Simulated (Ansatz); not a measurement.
Runs of Ansatz 0.2.0 on HgTe (Coloradoite). It takes space group F-43m (No. 216, cubic). Conventional cell: a = 6.429 Å, b = 6.429 Å, c = 6.429 Å, α = 90.00°, β = 90.00°, γ = 90.00°. Hg (site symmetry -43m) has 4 Te at 2.78 Å as nearest neighbours. Te (site symmetry -43m) has 4 Hg at 2.78 Å as nearest neighbours. 

```csv
task,level,spin,cell,k mesh,smearing,points for each segment of the path,gap on the mesh (eV),pressure (GPa),relaxed volume (Å³/atom)
single point,PBE,off,as given,7 × 7 × 7,gaussian 0.03 eV,-,none,4.6,-
band structure,PBE,off,as given,7 × 7 × 7,fermi-dirac 0.05 eV,14,none,4.6,-
single point,PBE,off,as given,7 × 7 × 7,gaussian 0.028 eV,-,none,4.6,-
single point,PBE,off,as given,7 × 7 × 7,gaussian 0.027 eV,-,none,4.6,-
band structure,PBE,"SOC, no magnetisation",as given,5 × 5 × 5,fermi-dirac 0.05 eV,14,none,4.2,-
band structure,LDA,off,as given,7 × 7 × 7,fermi-dirac 0.05 eV,14,none,(a),-
single point,PBE,off,as given,7 × 7 × 7,gaussian 0.011 eV,-,none,4.6,-
single point,PBE,off,as given,7 × 7 × 7,gaussian 0.025 eV,-,none,4.6,-
single point,PBE,off,as given,7 × 7 × 7,gaussian 0.029 eV,-,none,4.6,-
relaxation of cell and atoms,PBE+D3(BJ),off,relaxed,7 × 7 × 7,fermi-dirac 0.05 eV,-,-,0.0,35.08
relaxation of cell and atoms,PBE+D4,off,relaxed,7 × 7 × 7,fermi-dirac 0.05 eV,-,-,0.0,35.04
single point,PBE,off,as given,7 × 7 × 7,gaussian 0.026 eV,-,none,4.6,-
```

Alike in all rows: potentials or basis Ansatz PAW; cutoff (eV) 420.

Problem. Estimate the missing entries.

Solution. (a) 0.2.

Caveats: spin-orbit coupling is left out, which moves the levels of the heavy elements (some runs); the plane-wave basis is chosen anew once the cell has moved, so the energies of steps on either side of that aren't comparable (some runs); the PAW data sets come from PBE, with cores solved anew for the run's functional, which leaves a small shift of forces and pressure (some runs).

A k mesh can miss the band edges, and rows without SOC leave out spin-orbit coupling on Hg, Te.

A gap of «none» marks a metal or a gap under the smearing width.
